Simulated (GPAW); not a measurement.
Consider ZnS (zinc-blende (ZnS)1-x(ZnSe)x, x = 0, F-43m).

```xyz
16
Lattice="0.0000 5.4100 5.4100 5.4100 0.0000 5.4100 5.4100 5.4100 0.0000" Properties=species:S:1:pos:R:3 pbc="T T T"
Zn    0.0000    0.0000    0.0000
S     1.3525    1.3525    1.3525
Zn    2.7050    2.7050    0.0000
S     4.0575    4.0575    1.3525
Zn    2.7050    0.0000    2.7050
S     4.0575    1.3525    4.0575
Zn    5.4100    2.7050    2.7050
S     6.7625    4.0575    4.0575
Zn    0.0000    2.7050    2.7050
S     1.3525    4.0575    4.0575
Zn    2.7050    5.4100    2.7050
S     4.0575    6.7625    4.0575
Zn    2.7050    2.7050    5.4100
S     4.0575    4.0575    6.7625
Zn    5.4100    5.4100    5.4100
S     6.7625    6.7625    6.7625
```

Absorber: atom 1, with 4 S at 2.34 Å (tetrahedral). Method: GPAW, PBE, excited-electron core hole (neutral cell), 16-atom cell with 7.7 Å between holes, 4×4×4 k points, dipole transitions, Gaussian full width 1.67 eV up to 4 eV, rising linearly to 3.5 eV at 25 eV.

Predict the near-edge structure at the Zn K edge.

Main maxima up to 27 eV above the zero (height): 4.8 eV (2.01), 8.8 eV (1.00) and 12.2 eV (1.02). A K edge sees empty p states on the absorber. The total-energy difference is 9692.84 eV. One term is added: -30.96 eV, since the hole is spin-paired here and a spin-polarised one costs that much less in the free atom (computed apart). The photon energy is then 9661.88 eV. The tabulated edge of the element is 9659 eV. The functional leaves an error of a few eV in such absolute values.

The Zn K spectrum (energy from the bottom of the conduction band, which holds the excited electron; intensity scaled to a mean of 1 over the first 20 eV):

```
E (eV)  intensity
  -2.0       0.00
  -1.4       0.00
  -0.8       0.00
  -0.2       0.02
   0.4       0.07
   1.0       0.23
   1.6       0.51
   2.2       0.84
   2.8       1.08
   3.4       1.30
   4.0       1.68
   4.6       1.99
   5.2       1.89
   5.8       1.43
   6.4       0.98
   7.0       0.78
   7.6       0.81
   8.2       0.94
   8.8       1.00
   9.4       0.93
  10.0       0.86
  10.6       0.88
  11.2       0.95
  11.8       1.01
  12.4       1.02
  13.0       1.01
  13.6       1.00
  14.2       1.00
  14.8       1.00
  15.4       1.00
  16.0       1.01
  16.6       1.01
  17.2       1.01
  17.8       1.00
  18.4       0.98
  19.0       0.94
  19.6       0.89
  20.2       0.83
  20.8       0.79
  21.4       0.77
  22.0       0.78
  22.6       0.79
  23.2       0.82
  23.8       0.83
  24.4       0.84
  25.0       0.84
  25.6       0.86
  26.2       0.90
  26.8       0.95
  27.4       1.00
```

The script folds with a Gaussian, whereas the core hole's own line is a Lorentzian, so the onset is too steep and the first peak too high.

[Banner, clock and machine lines of the logs are left out without a mark of their own.]

[Logs are printed without paths, hosts, clocks, repeated set-up lines and the standing remarks that a program may print on its own settings, such as how far it seeks lower states.]

[Hosts, paths, dates, database ids (printed as entryN), source tags and the programs' standing remarks are cut or masked in the printed files.]

[Lists of maxima count a maximum above −3 eV only where it reaches 4 % of the highest in the window and stands out from its surroundings by 2 % of it (1.5 % where it reaches 55 %); shoulders and weaker maxima are passed over, and of the rest the first, up to two pre-edge ones and the few strongest are named.]
